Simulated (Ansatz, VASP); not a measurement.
# Na in VASP and in Ansatz

```xyz
1
Lattice="3.6147 0.0000 0.0000 -1.8073 3.1304 0.0000 0.0000 0.0000 3.3978" Properties=species:S:1:pos:R:3 pbc="T T T"
Na    0.0000    0.0000    0.0000
```

Alike in both runs: functional PBE; k mesh 13 × 13 × 12; occupations fermi-dirac, width 0.08 eV; no spin polarisation.

Ansatz relaxed the structure, and its values are those at the end. VASP's run is a single point on that final structure, the one shown.

|  | VASP | Ansatz |
| --- | --- | --- |
| version | VASP 6.6.1 | Ansatz 0.2.0 |
| potentials or method | VASP PAW PBE potentials, release 64 (Na_pv) | PAW with Ansatz's default frozen-core files, scalar-relativistic |
| plane-wave cutoff (eV) | 520 | 420 |
| valence electrons in the cell | 7 | 9 |

|  | VASP | Ansatz | Ansatz less VASP |
| --- | --- | --- | --- |
| pressure (GPa) | 0.0 | 0.0 | +0.03 |

The functional is the same, so the differences come from potentials, cutoffs and numerics. The two sets of potentials don't hold the same shells in valence.
